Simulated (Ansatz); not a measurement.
# Barrier of one jump, Na in NaH

All numbers below come from DFT PBE, scalar-relativistic, plane waves, PAW (Ansatz). Settings: 420 eV cutoff, 2×2×2 k-mesh, Gaussian smearing of 0.02 eV, no spin polarisation.

Host crystal, relaxed:

```
Na H
1.0
     0.00000    2.41545    2.41545
     2.41545    0.00000    2.41545
     2.41545    2.41545    0.00000
Na H
1 1
Direct
  0.00000 0.00000 0.00000
  0.50000 0.50000 0.50000
```

In a supercell of 16 host sites with charge +1, interstitial Na hops to an equivalent place, moving 2.42 Å between the relaxed ends. Climbing-image nudged elastic band at fixed cell with images 0 (start) to 6 (end), the path measured over all atoms, converged to 0.05 eV/Å; the order of the saddle wasn't checked, and the small cell leaves errors of about a tenth of an eV.

Supercell rows in host cell vectors: -2 2 0; 0 2 0; 0 2 -2. Na was set at (0.250, 0.250, 0.250) of the host cell.

At the relaxed start Na has 4 H at 2.09 Å, 2 Na at 2.40 Å, 2 Na at 2.41 Å.

Problem. How high is the barrier, and where does the atom pass?

Solution. 0.29 eV at image 3, where Na has 2 H at 2.00 Å, 2 Na at 2.23 Å, 4 H at 2.68 Å.

Cost: 1 run of about 1.5 core-minutes, on Intel Xeon Platinum 8488C (Sapphire Rapids) (shared hosts).